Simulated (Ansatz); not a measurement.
A plane-wave DFT run in Ansatz 0.2.0 (scalar-relativistic PAW potentials unless the input names others): input and command.

```yaml
crystal:
  lattice:
    - [0.0, 2.4665901346, 2.4665901346]
    - [2.4665901346, 0.0, 2.4665901346]
    - [2.4665901346, 2.4665901346, 0.0]
  atoms:
    - { symbol: Al, position: [0.0, 0.0, 0.0] }
    - { symbol: P, position: [0.75, 0.75, 0.75] }
basis:
  ecutwfc: 420
kpoints:
  mp_grid: { grid: [15, 15, 15] }
hamiltonian:
  xc: pbesol
scf:
  occupations: { method: fixed }
  mixing: { algorithm: msr1, beta: 0.1 }
output:
  forces: true
  eigenvalues: true
  stress: true
```

```bash
ansatz run input.yaml --threads 1 --pin off --max-ram 3072MiB --backend cpu --events-out ev --progress --plain --runs-dir out
```

Abridged log:
```
Pseudopotentials: kind: paw
Pseudopotential: Al, paw, valence charge 3, recommended cutoff 420 eV (normal)
Pseudopotential: P, paw, valence charge 5, recommended cutoff 420 eV (normal)
Functional definition: PBEsol
Crystal: 2 atoms, lattice volume = 30.014 Å³
Basis set: ecut = 420 eV, 561 PW (Γ), exchange–correlation on 48×48×48 points (8 copies of the dense FFT grid, shifted against one another)
Bands: 8, of which v1, the nominal top of the filled ones, is band 4 counted from 1 (3 counted from 0)
Symmetry: 24 space group operations
Space group: F-43m (ITA 216), of the structure as read, at distance tolerance 3.1e-5 Å
k-points: 120 of 3375 (time reversal used)
Initial density: superposition of atomic densities (neutral atoms: chi_scale 0, normalization atom), corrected by the library's trained network
Initial wavefunctions: pseudopotential atomic-orbital guess
Functional: x = pbesol(κ = 0.804, μ = 0.12345679), c = pbesol(β = 0.046)
SCF iter   1: F=—  HF=-1264.418080 eV  |F-HF|=—  |Δ(HF+E_count)|=         —  Δρ=3.23e-3  dr2=3.88e-3  ethr=1.77e-3  ⟨swp⟩=5.3  Hψ=7088  notcnv=0  defer=224
SCF iter   2: F=—  HF=-1264.417794 eV  |F-HF|=—  |Δ(HF+E_count)|=   2.85e-4  Δρ=2.77e-3  dr2=2.84e-3  ethr=4.85e-5  ⟨swp⟩=1.6  Hψ=1995  notcnv=0  defer=231
SCF iter   3: F=—  HF=-1264.417185 eV  |F-HF|=—  |Δ(HF+E_count)|=   6.09e-4  Δρ=7.73e-4  dr2=1.70e-4  ethr=3.55e-5  ⟨swp⟩=2.2  Hψ=1613  notcnv=0  defer=231
SCF iter   4: F=—  HF=-1264.417146 eV  |F-HF|=—  |Δ(HF+E_count)|=   3.91e-5  Δρ=5.27e-4  dr2=6.92e-5  ethr=2.12e-6  ⟨swp⟩=1.6  Hψ=1050  notcnv=0  defer=215
SCF iter   5: F=—  HF=-1264.417121 eV  |F-HF|=—  |Δ(HF+E_count)|=   2.54e-5  Δρ=8.57e-5  dr2=2.57e-6  ethr=8.64e-7  ⟨swp⟩=2.1  Hψ=1482  notcnv=0  defer=202
SCF iter   6: F=—  HF=-1264.417120 eV  |F-HF|=—  |Δ(HF+E_count)|=   9.02e-7  Δρ=3.14e-5  dr2=2.35e-7  ethr=3.21e-8  ⟨swp⟩=2.1  Hψ=1443  notcnv=0  defer=197
SCF iter   7: F=-1264.417120 eV  HF=-1264.417120 eV  |F-HF|=5.01e-9  |Δ(HF+E_count)|=   7.96e-8  Δρ=7.08e-6  dr2=1.01e-8  ethr=1.25e-9  ⟨swp⟩=9.4  Hψ=7070  notcnv=0
SCF 1 converged in 7 iterations: F = -1264.417120 eV  dr2 = 1.01e-8
SCF converged after 7 iterations
Free energy (F): -1264.417120 eV
Harris-Foulkes:  -1264.417120 eV  (|F-HF|=5.01e-9)
Internal energy: -1264.417120 eV  (E = F + TS)
E sigma→0 (E₀):  -1264.417120 eV
Fermi energy:    8.384588 eV
--- Forces (eV/Å), atoms counted from 1 ---
  atom   1  Al     0.00000000     0.00000000     0.00000000
  atom   2  P      0.00000000     0.00000000     0.00000000
--- Stress (GPa, compression-positive) ---
       49.997252       0.000000       0.000000
        0.000000      49.997252       0.000000
        0.000000       0.000000      49.997252
  P = ⅓ Tr σ = 49.9973 GPa (499.973 kbar)
```

Apart from outputs, empty bands and the relaxation, which only the reference makes, the input differs from a reference run on usual settings in kpoints.mp_grid.grid: [10, 10, 10] → [15, 15, 15]; scf.mixing.algorithm: not typed → "msr1"; scf.mixing.beta: not typed → 0.1. The reference, at the same geometry, ended its own course with pressure 50.00 GPa, largest force 0.000 eV/Å, gap on the mesh 0.67 eV. This run converged in 7 SCF iterations with an energy at zero smearing 0.17 meV/atom below the reference's, pressure 50.00 GPa, largest force 0.000 eV/Å, gap on the mesh 0.71 eV.

The run took 1 s on 1 thread of AMD EPYC 9R45 96-Core Processor (Zen 5), with other jobs on the host, peak memory 0.38 GiB.